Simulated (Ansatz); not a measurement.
# AlNi3: how the free axis answers a strain

AlNi3, Pm-3m, a = 3.567 Å. The structure is a Materials Project entry; whether it is the stable form wasn't checked. Ansatz: PBE, PAW, 420 eV, Γ-centred 14×14×14 mesh on 4 atoms, Gaussian smearing 0.10 eV; collinear spin, largest moment 0.3 μB. Series: uniaxial strain along a, with b, c and atoms relaxed; x is the strain in per cent. y is the change of c in per cent of 3.567 Å.

```
x (%) y (%)
 -3.0   1.23
 -2.0   0.79
 -1.0   0.39
  0.0   0.00
  1.0  -0.37
  2.0      ?
  3.0  -1.06
```

Q: Fit y = c1 x + c2 x² to the other rows, say what c1 measures, and predict the missing y.

A: Least squares on the rows shown. y = −0.3807 x + 0.009248 x². So −c1 = 0.381 is Poisson's ratio for this pair of axes. At x = 2.0 the fit asked for gives -0.72 %. The run gave -0.72 %, the same to the digits shown.